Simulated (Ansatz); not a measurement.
A run of Ansatz 0.2.0:

File input.yaml:

```yaml
crystal:
  lattice:
    - [3.5432, 0.0, 0.0]
    - [-1.7716, 3.0685012107, 0.0]
    - [0.0, 0.0, 5.0388]
  atoms:
    - { symbol: Pt, position: [0.0, 0.0, 0.0] }
    - { symbol: S, position: [0.6666666667, 0.3333333333, 0.773] }
    - { symbol: S, position: [0.3333333333, 0.6666666667, 0.227] }
hamiltonian:
  xc: pbe
  pseudopotentials: { kind: paw }
  hubbard: { sites: [{ species: Pt, l: d, u_eff: 5.0 }] }
kpoints:
  mp_grid: { grid: [9, 9, 5] }
  band_path:
    path:
      - [[0.0, 0.0, 0.0], [0.5, 0.0, 0.0], [0.3333333333, 0.3333333333, 0.0], [0.0, 0.0, 0.0], [0.0, 0.0, 0.5], [0.5, 0.0, 0.5], [0.3333333333, 0.3333333333, 0.5], [0.0, 0.0, 0.5]]
      - [[0.5, 0.0, 0.5], [0.5, 0.0, 0.0]]
      - [[0.3333333333, 0.3333333333, 0.0], [0.3333333333, 0.3333333333, 0.5]]
    npoints: 14
scf:
  occupations: { method: fermi_dirac, width: 0.05 }
  n_extra_bands: 7
output:
  forces: true
  stress: true
  eigenvalues: true
  fatbands: false
```

Potentials or basis: Ansatz PAW.

Launch:

```bash
$ ansatz run input.yaml --threads 2 --pin off --max-ram 5632MiB --backend cpu --events-out ev --progress --plain --runs-dir out
```

Hardware: 2 threads of Arm Neoverse V1, with other jobs on the host.

Task: How long does it take, and how much memory?

Result: It took 4.8 s on 2 threads of Arm Neoverse V1, with other jobs on the host, peak memory 0.38 GiB. Counts: scf iterations 7, plane waves 1043, k points 50, bands 22.
